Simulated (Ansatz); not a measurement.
# Sn, one cell by several methods

```yaml
crystal:
  lattice:
    - [-1.61328, 1.58413, 2.91565]
    - [1.58413, -1.61328, 2.91565]
    - [1.59737, 1.59737, -2.93156]
  atoms:
    - { symbol: Sn, position: [0.00000, 0.00000, 0.00000] }
```

Conventional cell: a = 4.477 Å, b = 4.522 Å, c = 3.651 Å, α = 90.00°, β = 127.00°, γ = 90.00°. Around Sn (atom 1) lie 6 Sn at 3.18 to 3.65 Å.

The cell is COD entry 1540069, as deposited and not checked against the literature; nothing was relaxed. The listed cell was then made from it by scaling, straining or moving an atom.

Spin–orbit coupling is left out, though it moves levels of the heavy atoms by tenths of an eV or more.

All numbers are computed: DFT, PBE, PAW with Ansatz's default frozen-core files, scalar-relativistic (Ansatz 0.2.0); DFT, PBE, all-electron LAPW, scalar-relativistic (Ansatz 0.2.0).

For PAW: a Γ-centred 18×18×18 k mesh, Fermi–Dirac smearing of 0.03 eV, cutoff 420 eV, no spin polarisation. LAPW targets a basis error of 1 meV/atom. The Ansatz runs share mesh, smearing and spin set-up. Plane-wave (PAW) pressures include the program's estimate of the Pulay term.

Stress and pressure are positive in compression.

The change that made this cell: equal xy, yz and zx engineering shear strains of -1 %.

PAW results:

| quantity | PAW |
| --- | --- |
| pressure (GPa) | -1.64 |
| stress xx (GPa) | -0.71 |
| stress zz (GPa) | -3.50 |
| stress xy (GPa) | 0.07 |

Task: What does all-electron LAPW give for the same quantities?

Result: 
```csv
quantity,LAPW
pressure (GPa),-1.64
stress xx (GPa),-0.71
stress zz (GPa),-3.50
stress xy (GPa),0.07
```
